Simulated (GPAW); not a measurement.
Runs of GPAW 26.7.0 on BN. It takes space group P6_3/mmc (No. 194, hexagonal). Conventional cell: a = 2.498 Å, b = 2.498 Å, c = 6.636 Å, α = 90.00°, β = 90.00°, γ = 120.00°. N (site symmetry -6m2) has 3 B at 1.44 Å as nearest neighbours. B (site symmetry -6m2) has 3 N at 1.44 Å as nearest neighbours. 

```tsv
task	level	potentials or basis	cell	band path	band points	optimizer	fmax	max steps	gap on the mesh (eV)	pressure (GPa)
band structure	PBE	PAW data sets generated in the run's folder for this functional, pw	as given	GMKGALHA,LM,KH	80	-	-	-	4.43	(a)
relaxation of cell and atoms	RPBE+D3	the program's PAW data sets (release 1.2.1) made for this functional, pw	relaxed	-	-	LBFGS	0.05 eV/Å	100	(b)	-0.7
band structure	RPBE	the program's PAW data sets (release 1.2.1) made for this functional, pw	as given	GMKGALHA,LM,KH	60	-	-	-	4.53	8.3
relaxation of cell and atoms	LDA	the program's PAW data sets (release 1.2.1) made for this functional, pw	relaxed	-	-	BFGS	0.02 eV/Å	40	4.21	0.0
```

Alike in all rows: no spin polarisation; k mesh 9 × 9 × 3; cutoff (eV) 800; smearing fermi-dirac 0.05 eV.

Estimate the missing entries.

(a) 4.3; (b) 4.49.

Caveats: the mesh misses the band edges, which the band path finds closer together (some runs); this functional lacks dispersion, which binds the layers, so the pressure and a relaxed spacing across them are unreliable (some runs); later steps reuse the first step's grids (some runs); an odd mesh through Γ misses points on the zone boundary, where band edges often lie (some runs).

Not every run made on this cell is shown here.
